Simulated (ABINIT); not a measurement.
A run of ABINIT 10.8.3 (patched build) is set up as follows.

run.abi

```
# Pseudopotentials
pp_dirpath "./"
pseudos "Si_ONCV_PBE-1.2.upf"

# Structure
acell 3*1.0 Angstrom
rprim
     3.8313174605     0.0000000000     0.0000000000
    -1.9156587303     3.3180182508     0.0000000000
     0.0000000000     0.0000000000     6.3326220002
ntypat 1
znucl 14
natom 4
typat 1 1 1 1
xred
     0.6666666667     0.3333333333     0.9369905000
     0.3333333333     0.6666666667     0.4369905000
     0.6666666667     0.3333333333     0.5630095000
     0.3333333333     0.6666666667     0.0630095000

# Plane-wave basis
ecut 18.0

# k points
kptopt 1
ngkpt 8 8 4
nshiftk 1
shiftk 0.0 0.0 0.0

# Exchange and correlation
ixc 11

# Bands and occupations
nband 12
occopt 3
tsmear 0.05 eV

# SCF cycle
nstep 100
tolvrs 1.0e-10

# Output
iomode 3
prtwf 0
prtden 0
prteig 0
prtebands 0
enunit 2
```

Potentials or basis: SG15 NC PBE v1.2.

The run is started by

```sh
$ abinit run.abi > log 2>&1
```

Task: What does it give for the band gap on the k mesh?

Result: 0.40 eV, indirect (least direct gap 1.01 eV).

Task: Estimate the pressure.

Result: 1.8 GPa.

Forces in eV/Å, atoms in the order of the input:
```
Si   0.000  0.000  0.006
Si   0.000  0.000  0.006
Si   0.000  0.000 -0.006
Si   0.000  0.000 -0.006
```

A k mesh can miss the band edges. Expect the measured gap to be larger: semilocal functionals such as PBE lack the derivative discontinuity.
